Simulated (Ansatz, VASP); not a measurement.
# HC60N3: VASP beside Ansatz

Wanted: the spread between two codes on one cell, functional and k mesh. The cell is taken from a series of runs on this material, whose earlier steps may have relaxed, scaled, displaced or heated it; both programs get it as it stands.

Method: plane waves, with VASP 6.6.1 beside it; single point at PBE, in Ansatz 0.2.0.

## Step 1: The structure

The cell holds 64 atoms: 60 C, 3 N and 1 H. Cell: a = 7.143 Å, b = 7.143 Å, c = 7.143 Å, α = 90.0°, β = 90.0°, γ = 90.0°. It derives from C (C (Fd-3m)). Nearest the centre at fractional (0.500, 0.500, 0.500): H64 at 0.57 Å, C57 at 1.64 Å, N62 at 1.69 Å, N61 at 1.69 Å, N63 at 1.70 Å, C18 at 2.51 Å, C26 at 2.51 Å, C12 at 2.52 Å.

As a file:

```cif
data_structure
_symmetry_space_group_name_H-M 'P 1'
_symmetry_Int_Tables_number 1
_cell_length_a 7.1431
_cell_length_b 7.1431
_cell_length_c 7.1431
_cell_angle_alpha 90.000
_cell_angle_beta 90.000
_cell_angle_gamma 90.000
_cell_volume 364.47
loop_
_atom_site_label
_atom_site_type_symbol
_atom_site_fract_x
_atom_site_fract_y
_atom_site_fract_z
_atom_site_occupancy
C1 C 0.00036 0.99900 0.99964 1
C2 C 0.00257 0.24960 0.25023 1
C3 C 0.25096 0.00120 0.25023 1
C4 C 0.25096 0.24960 0.00184 1
C5 C 0.12609 0.12473 0.12537 1
C6 C 0.12858 0.37680 0.37744 1
C7 C 0.37816 0.12722 0.37744 1
C8 C 0.37816 0.37680 0.12786 1
C9 C 0.00051 0.99915 0.49973 1
C10 C 0.99922 0.24868 0.74921 1
C11 C 0.25004 0.99786 0.74921 1
C12 C 0.25155 0.25019 0.50546 1
C13 C 0.12414 0.12278 0.62454 1
C14 C 0.12415 0.37419 0.87624 1
C15 C 0.37555 0.12279 0.87624 1
C16 C 0.00051 0.49910 0.99978 1
C17 C 0.99922 0.74858 0.24931 1
C18 C 0.25155 0.50482 0.25083 1
C19 C 0.25004 0.74858 0.99849 1
C20 C 0.12414 0.62390 0.12341 1
C21 C 0.12415 0.87561 0.37483 1
C22 C 0.37555 0.87561 0.12342 1
C23 C 0.00059 0.49918 0.49982 1
C24 C 0.00182 0.74856 0.74919 1
C25 C 0.25101 0.49380 0.74944 1
C26 C 0.25101 0.74880 0.49444 1
C27 C 0.12806 0.62169 0.62232 1
C28 C 0.12556 0.87353 0.87416 1
C29 C 0.37671 0.62265 0.87327 1
C30 C 0.37671 0.87263 0.62328 1
C31 C 0.50046 0.99915 0.99978 1
C32 C 0.50619 0.25019 0.25083 1
C33 C 0.74994 0.99786 0.24931 1
C34 C 0.74994 0.24868 0.99849 1
C35 C 0.62526 0.12278 0.12341 1
C36 C 0.87697 0.12279 0.37483 1
C37 C 0.87697 0.37419 0.12342 1
C38 C 0.50054 0.99923 0.49982 1
C39 C 0.49516 0.24965 0.74944 1
C40 C 0.74992 0.00046 0.74919 1
C41 C 0.75016 0.24965 0.49444 1
C42 C 0.62305 0.12670 0.62232 1
C43 C 0.62401 0.37535 0.87327 1
C44 C 0.87489 0.12420 0.87416 1
C45 C 0.87399 0.37535 0.62328 1
C46 C 0.50054 0.49918 0.99987 1
C47 C 0.49516 0.74880 0.25029 1
C48 C 0.75016 0.49380 0.25029 1
C49 C 0.74992 0.74856 0.00109 1
C50 C 0.62305 0.62169 0.12734 1
C51 C 0.62401 0.87263 0.37598 1
C52 C 0.87399 0.62265 0.37598 1
C53 C 0.87489 0.87353 0.12483 1
C54 C 0.50210 0.75004 0.75068 1
C55 C 0.75140 0.50074 0.75068 1
C56 C 0.75140 0.75004 0.50138 1
C57 C 0.63319 0.63183 0.63246 1
C58 C 0.62443 0.87516 0.87580 1
C59 C 0.87652 0.62307 0.87580 1
C60 C 0.87652 0.87516 0.62371 1
N61 N 0.36381 0.36245 0.63684 1
N62 N 0.36381 0.63620 0.36308 1
N63 N 0.63756 0.36245 0.36308 1
H64 H 0.54660 0.54524 0.54587 1
```

## Step 2: Ansatz: single point, PBE

Ansatz runs on its default PAW (the set named soft_2) files.

A single point gives forces, pressure and levels at one fixed geometry, so differences don't come from the geometry; what else differs is listed under the comparison.

input.yaml reads:

```yaml
crystal:
  checkpoint: "../q0.relax_smeared.run"
  host: checkpoint
basis:
  ecutwfc: 420
  xc_grid: 2
hamiltonian:
  xc: pbe
kpoints:
  mp_grid: { grid: [1, 1, 1] }
scf:
  occupations: { method: fermi_dirac, width: 0.01 }
  max_iter: 80
output:
  forces: true
  eigenvalues: true
  charged_corrections:
    epsilon: 5.85
    static_epsilon: 5.85
    defect_position: [0.5, 0.5, 0.5]
  eigenstates: { localisation: true }
  populations: true
  band_densities: [{ bands: [v1, v1] }, { bands: [c1, c1] }]
  write_density: true
  write_potential: true
  volumetric_format: npy
  elf: true
checkpoint:
  read: "../q0.relax_smeared.run"
  write: "../q0.point.run"
  compress: false
  write_wavefunctions: false
  write_every: 100000
```

Started as:

```sh
> ansatz run input.yaml --threads 4 --pin off --max-ram 7536MiB --backend cpu --events-out ev --progress --plain --runs-dir out
```

The program printed:

```text
Warning: the atoms were moved onto the symmetric positions of the space group found under crystal.symmetry.tolerance 1.0e-5 (fractional; no operation is sought that the atoms, as they stand in a round, miss by more than twice it, and no atom is moved by as much as it), and the run uses the moved positions. Before a round's move an operation carried an atom to 5.03e-5 Å from where it should land, the largest such dist [...]
[...]
iter 1 solved again at ethr=2.25e-8 eV; its pass at ethr=3.10e-3 eV (dr2=5.76e-5 eV) is discarded
SCF iter   1: F=—  HF=-16207.524423 eV  |F-HF|=—  |Δ(HF+E_count)|=         —  Δρ=3.85e-6  dr2=2.39e-8  ethr=2.25e-8  ⟨swp⟩=17.0  Hψ=2414  notcnv=0  defer=4
preconditioner: auto → Resta (q_TF=auto, 2.572 Å⁻¹)  ε∞=4.3  [insulator: Δε(μ)=3.747 eV  Ē_g=17.155 eV  σ=0.010 eV  W_gap=1.00  n_scr=92 (ndim 8)  ℏωp=31.1 eV  f_vac=0.000  D(μ)=0.00/eV (n_scr^D=0)  ε∞_Penn≈4.3]
SCF iter   2: F=—  HF=-16207.526192 eV  |F-HF|=—  |Δ(HF+E_count)|=   1.77e-3  Δρ=1.65e-6  dr2=4.15e-9  ethr=9.33e-12  ⟨swp⟩=23.0  Hψ=1472  notcnv=0
SCF iter   3: F=-16207.526192 eV  HF=-16207.526192 eV  |F-HF|=2.66e-10  |Δ(HF+E_count)|=  9.75e-10  Δρ=7.39e-7  dr2=8.95e-10  ethr=1.62e-12  ⟨swp⟩=5.0  Hψ=885  notcnv=0
SCF 1 converged in 3 iterations: F = -16207.526192 eV  dr2 = 8.95e-10
  greatest PAW one-centre occupation: 0.777 electrons in one spin orbital (limit 2), on the N atom at site 22 (counted from 0), in its partial waves of l = 0
SCF converged after 3 iterations
Free energy (F): -16207.526192 eV
Harris-Foulkes:  -16207.526192 eV  (|F-HF|=2.66e-10)
Internal energy: -16207.526192 eV  (E = F + TS)
E sigma→0 (E₀):  -16207.526192 eV
Fermi energy:    15.274243 eV
--- Per-component energies (eV) ---
  E_band       = 1032.394551
  E_kinetic    = 5960.960277
  E_local      = -4317.267992  (includes V_loc(G=0)·N_el)
  E_nonlocal   = 1733.565759
  E_hartree    = 990.022696
  E_xc         = -3107.688872
  E_vxc        = -3863.699314  (∫ρ·V_xc dr)
  E_paw        = -6338.552633  (= ΣΔE_a)
  E_vpaw       = -461.208948  (= ΣTr[D̂ρ^β])
  E_aug_tail   = -0.000519  (compensation charges beyond the density's cutoff)
  E_ewald      = -11128.564908
  E_smearing   = -0.000000  (= −TS)
  E_closure    = -0.000000  (closes the sum)
  Σ components = -16207.526192   (vs F -16207.526192, Δ=0.00e0)
--- Forces (eV/Å), atoms counted from 1 ---
  atom   1  C      0.00053736     0.00056168     0.00056168
  atom   2  C      0.00045254     0.00048719     0.00048719
  atom   3  C      0.00054977     0.00037538     0.00056052
  atom   4  C      0.00054977     0.00056052     0.00037538
  atom   5  C     -0.00009093    -0.00019917    -0.00019917
  atom   6  C      0.00006358     0.00054743     0.00054743
  atom   7  C      0.00032091     0.00011008     0.00045667
  atom   8  C      0.00032091     0.00045667     0.00011008
  atom   9  C     -0.00041822    -0.00028582    -0.00110336
  atom  10  C      0.00012319     0.00002450    -0.00030982
  atom  11  C      0.00006943     0.00007336    -0.00021966
  atom  12  C      0.00024579     0.00022613    -0.00014791
  atom  13  C     -0.00000865    -0.00002779     0.00018335
  atom  14  C      0.00014008     0.00039227     0.00004873
  atom  15  C      0.00067285     0.00032785    -0.00004510
  atom  16  N     -0.00063970    -0.00047701    -0.00051483
  atom  17  C     -0.00041822    -0.00110336    -0.00028582
  atom  18  C      0.00012319    -0.00030982     0.00002450
  atom  19  C      0.00024579    -0.00014791     0.00022613
  atom  20  C      0.00006943    -0.00021966     0.00007336
  atom  21  C     -0.00000865     0.00018335    -0.00002779
  atom  22  C      0.00014008     0.00004873     0.00039227
  atom  23  N     -0.00063970    -0.00051483    -0.00047701
  atom  24  C      0.00067285    -0.00004510     0.00032785
[...]
atom  57  C      0.00053779    -0.00013232    -0.00013232
  atom  58  C     -0.00025587     0.00049169    -0.00037713
  atom  59  C     -0.00025587    -0.00037713     0.00049169
  atom  60  C     -0.00041991    -0.00091291    -0.00091291
  atom  61  C     -0.00003410    -0.00036731    -0.00036731
  atom  62  C     -0.00031514     0.00024258    -0.00030252
  atom  63  C     -0.00031514    -0.00030252     0.00024258
  atom  64  H     -0.00076415    -0.00005956    -0.00005956
  max |Σ_I F_I| component: 7.20e-6 eV/Å
--- Band table (eV) ---
  k-point 0: bands = ["-8.7013", "-7.0915", "-7.0915", "-6.6166", "-6.2196", "-6.2195", "-5.9834", "-5.0378", "-5.0378", "-4.4401", "-4.0755", "-4.0755", "-4.0486", "-4.0245", "-4.0245", "-3.9384", "-3.8793", "-3.8793", "-3.5506", "-2.9346", "-2.9202", "-2.9202", "-2.5654", "-0.4298", "-0.4298", "-0.3948", "-0.3398", "-0.3398", "-0.2954", "0.0797", "0.0797", "0.2589", "0.4585", "0.6016", "0.6016", "0.7300", "0.8482", [...]
--- Löwdin populations: 64 sites ---
  site symbol       q [e]
     0      C      3.9887
     1      C      3.9887
     2      C      3.9887
     3      C      3.9887
     4      C      3.9845
     5      C      3.9898
     6      C      3.9898
     7      C      3.9898
     8      C      3.9891
     9      C      3.9889
    10      C      3.9889
    11      C      3.8883
    12      C      3.9978
    13      C      3.9975
    14      C      3.9975
    15      N      5.2089
    16      C      3.9891
    17      C      3.9889
    18      C      3.8883
    19      C      3.9889
    20      C      3.9978
    21      C      3.9975
    22      N      5.2089
    23      C      3.9975
[...]
56      C      3.9770
    57      C      3.9769
    58      C      3.9769
    59      C      4.1647
    60      C      3.9872
    61      C      3.9872
    62      C      3.9872
    63      H      0.7763
  spilling = 0.003795 (of n_electrons = 256.000000)
--- Band densities, each state counted as filled ---
  window                                       electrons  max residual (eV)  cut levels
  bands: [v1, v1]                               2.000000            6.9e-10           1
  bands: [c1, c1]                               2.000000             4.3e-5           0
```

In the SCF lines HF is the Harris–Foulkes energy and dr2 the Hartree energy of the density residual, in eV; the loop may stop once dr2 is under the threshold and the program's other checks hold. Hψ counts applications of the Hamiltonian.

## Step 3: VASP: single point, PBE

The same cell, functional, mesh and smearing now go to VASP, with its own data sets.

Lines of VASP's logs that name or quote its potential files are left out, and so is its time.

INCAR reads:

```
SYSTEM = HC60N3
PREC = Accurate
ENCUT = 520
EDIFF = 1E-06
NELM = 120
ISMEAR = -1
SIGMA = 0.01
LREAL = Auto
ALGO = Normal
GGA = PE
NBANDS = 176
LORBIT = 11
LWAVE = .FALSE.
LCHARG = .FALSE.
ISIF = 2
LASPH = .TRUE.
GGA_COMPAT = .FALSE.
EFERMI = MIDGAP
NCORE = 2
```

POSCAR reads:

```
HC60N3
1.0
    7.1431247189      0.0000000000      0.0000000000
    0.0000000000      7.1431247189      0.0000000000
    0.0000000000      0.0000000000      7.1431247189
C N H
60 3 1
Direct
    0.0003626162      0.9990024237      0.9996370883
    0.0025651211      0.2495954672      0.2502301318
    0.2509556597      0.0012049286      0.2502301318
    0.2509556597      0.2495954672      0.0018395932
    0.1260938679      0.1247336754      0.1253683400
    0.1285814312      0.3768037086      0.3774383732
    0.3781639011      0.1272212387      0.3774383732
    0.3781639011      0.3768037086      0.1278559033
    0.0005068390      0.9991466465      0.4997298138
    0.9992175695      0.2486786192      0.7492124361
    0.2500388117      0.9978573770      0.7492124361
    0.2515530537      0.2501928612      0.5054596337
    0.1241367980      0.1227766055      0.6245384950
    0.1241472950      0.3741922969      0.8762397976
    0.3755524895      0.1227871025      0.8762397976
    0.0005068390      0.4990951492      0.9997813111
    0.9992175695      0.7485777715      0.2493132838
    0.2515530537      0.5048249691      0.2508275258
    0.2500388117      0.7485777715      0.9984920416
    0.1241367980      0.6239038304      0.1234112701
    0.1241472950      0.8756051330      0.3748269616
    0.3755524895      0.8756051330      0.1234217671
    0.0005932198      0.4991830510      0.4998177156
    0.0018192409      0.7485579002      0.7491925648
    0.2510139882      0.4938020263      0.7494357049
    0.2510139882      0.7488010403      0.4944366910
    0.1280621788      0.6216894332      0.6223240978
    0.1255562070      0.8735295855      0.8741642501
    0.3767079218      0.6226497464      0.8732686876
    0.3767079218      0.8726340230      0.6232844110
    0.5004553417      0.9991466465      0.9997813111
    0.5061851616      0.2501928612      0.2508275258
    0.7499379640      0.9978573770      0.2493132838
    0.7499379640      0.2486786192      0.9984920416
    0.6252640229      0.1227766055      0.1234112701
    0.8769653256      0.1227871025      0.3748269616
    0.8769653256      0.3741922969      0.1234217671
    0.5005432435      0.9992330273      0.4998177156
    0.4951622189      0.2496537957      0.7494357049
    0.7499180927      0.0004590484      0.7491925648
    0.7501612328      0.2496537957      0.4944366910
    0.6230496258      0.1267019863      0.6223240978
    0.6240099389      0.3753477293      0.8732686876
    0.8748897780      0.1241960145      0.8741642501
    0.8739942155      0.3753477293      0.6232844110
    0.5005432435      0.4991830510      0.9998676919
    0.4951622189      0.7488010403      0.2502884603
    0.7501612328      0.4938020263      0.2502884603
    0.7499180927      0.7485579002      0.0010937130
    0.6230496258      0.6216894332      0.1273366509
    0.6240099389      0.8726340230      0.3759823939
    0.8739942155      0.6226497464      0.3759823939
    0.8748897780      0.8735295855      0.1248306791
    0.5021021886      0.7500426021      0.7506772667
    0.7514027946      0.5007419961      0.7506772667
    0.7514027946      0.7500426021      0.5013766607
    0.6331873208      0.6318271283      0.6324617929
    0.6244337602      0.8751646380      0.8757993026
    0.8765248305      0.6230735677      0.8757993026
    0.8765248305      0.8751646380      0.6237082323
    0.3638055822      0.3624453896      0.6368380460
    0.3638055822      0.6362033814      0.3630800543
    0.6375635739      0.3624453896      0.3630800543
    0.5465960033      0.5452358108      0.5458704754
```

KPOINTS reads:

```
Automatic mesh
0
Gamma
1 1 1
0 0 0
```

Potentials, in the order of the species: C, N and H (PBE family, release 64).

Started as:

```sh
> mpirun -np 8 vasp_gam
```

The program printed:

```text
[banner, memory and clock lines left out]
running    8 mpi-ranks, on    1 nodes
[...]
LDA part: xc-table for (Slater+PW92), standard interpolation
 POSCAR, INCAR and KPOINTS ok, starting setup
[...]
entering main loop
       N       E                     dE             d eps       ncg     rms          rms(c)
DAV:   1     0.187739509060E+04    0.18774E+04   -0.15592E+05   352   0.152E+03
DAV:   2    -0.405650286417E+03   -0.22830E+04   -0.21138E+04   472   0.347E+02
DAV:   3    -0.582146563541E+03   -0.17650E+03   -0.17354E+03   440   0.925E+01
DAV:   4    -0.586485565703E+03   -0.43390E+01   -0.43126E+01   432   0.157E+01
[...]
DAV:  13    -0.565281698783E+03   -0.36139E-04   -0.38095E-05   408   0.173E-02    0.113E-02
DAV:  14    -0.565281704454E+03   -0.56703E-05   -0.95637E-06   440   0.962E-03    0.286E-03
DAV:  15    -0.565281704714E+03   -0.25983E-06   -0.11996E-06   264   0.331E-03
   1 F= -.56528170E+03 E0= -.56528170E+03  d E =0.000000E+00
```

OUTCAR, selected parts (step 3):

```text
  Total        6.7448386      6.7448386      6.7448386     -1.7169743     -1.7169743     -1.7169743
  in kB       29.6495047     29.6495047     29.6495047     -7.5476142     -7.5476142     -7.5476142
  external PRESSURE =      29.6495047 kB  Pullay stress =       0.0000000 kB

 POSITION                                       TOTAL-FORCE (eV/Angst)
 -----------------------------------------------------------------------------------
      0.00259      7.13600      7.14053         0.003174      0.003174      0.003174
      0.01832      1.78289      1.78743         0.001362      0.004623      0.004623
      1.79261      0.00861      1.78743         0.004623      0.001362      0.004623
      1.79261      1.78289      0.01314         0.004623      0.004623      0.001362
      0.90070      0.89099      0.89552        -0.006011     -0.006011     -0.006011
      0.91847      2.69156      2.69609        -0.002472     -0.005456     -0.005456
      2.70127      0.90876      2.69609        -0.005456     -0.002472     -0.005456
      2.70127      2.69156      0.91329        -0.005456     -0.005456     -0.002472
      0.00362      7.13703      3.56963         0.001023      0.001023      0.000231
      7.13754      1.77634      5.35172        -0.001093     -0.000664     -0.004976
      1.78606      7.12782      5.35172        -0.000664     -0.001093     -0.004976
      1.79687      1.78716      3.61056         0.001215      0.001215     -0.015232
      0.88672      0.87701      4.46116        -0.004885     -0.004885     -0.006513
      0.88680      2.67290      6.25909        -0.002112      0.004849      0.004518
[...]
-----------------------------------------------------------------------------------
    total drift:                                0.033855      0.033835      0.033834

  FREE ENERGIE OF THE ION-ELECTRON SYSTEM (eV)
  ---------------------------------------------------
  free  energy   TOTEN  =      -565.2817047136 eV

  energy  without entropy=     -565.2817047136  energy(sigma->0) =     -565.28170471

[... 2 further parts left out ...]
```

The run ends at a pressure of 2.96 GPa, with forces up to 0.023 eV/Å.

## Step 4: Side by side

Known differences besides the potentials themselves: the cutoff is 420 eV in Ansatz and 520 eV in VASP (PREC = Accurate, projectors in real space). Total energies have different zeros and are not compared.

Compared:

| quantity | Ansatz | VASP | difference |
| --- | --- | --- | --- |
| gap on the k mesh (eV) | 3.747 | 3.739 | +0.008 |

At this near-relaxed geometry the largest component of a force difference is 15 meV/Å. A gap on the mesh is an upper bound, since the band edges may lie between its points.

## Step 5: Results

```yaml
difference_in_gap_on_the_k_mesh_single_point_pbe: 0.0075 eV
```

The difference in gap on the k mesh is 0.0075 eV (single point, PBE), within the 0.08 eV picked in this series as the mark of a large difference. Such differences can come from data sets, numerical settings and the points named under the comparisons, not from the functional's error against experiment.

[Lines on the potential files, build, host, timing and source positions are cut from VASP's logs without a mark.]

[Logs are printed without paths, hosts, clocks, repeated set-up lines and the standing remarks that a program may print on its own settings, such as how far it seeks lower states.]

[Hosts, paths, dates, database ids (printed as entryN), source tags and the programs' standing remarks are cut or masked in the printed files.]
